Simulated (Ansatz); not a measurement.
Structure: ZnS (R3m) from a database of computed structures, at its r2SCAN minimum. The symmetry is R3m (No. 160, trigonal); a = 3.807 Å, c = 28.065 Å in the conventional setting, 19.57 Å³ an atom. Zn has 4 S at 2.33–2.34 Å; Zn has 4 S at 2.33 Å; S has 4 Zn at 2.33–2.34 Å; S has 4 Zn at 2.33 Å.

The questions ask for values computed with the PAW code Ansatz on this geometry. No spin polarisation and no zero-point or thermal motion.

Q: Is there a gap with PBE, and of what kind?

A: The PBE gap is direct at Γ: 2.19 eV.

Q: Estimate the gap with PBE0 on 4×4×4.

A: PBE0 gives a direct gap of 4.11 eV at Γ. The gap differs by +1.92 eV from PBE's.

Q: Estimate the gap with LC-ωPBE on 4×4×4.

A: LC-ωPBE gives a direct gap of 8.39 eV at Γ. The gap differs by +6.20 eV from PBE's.

Q: What fraction of exact exchange does the dielectric-dependent hybrid take (1/ε∞ of PBE, averaged over directions)?

A: 0.170.

Q: Relaxed again with PBEsol, is the cell stable at the zone centre, and where do its optical modes lie?

A: The zone-centre optical frequencies run from 64 to 336 cm⁻¹, none imaginary (the rest of the zone wasn't tested). With the long-range field the highest mode reaches 339 cm⁻¹. By the program's warning the force constants, and with them frequencies and ε⁰, aren't converged on this mesh.
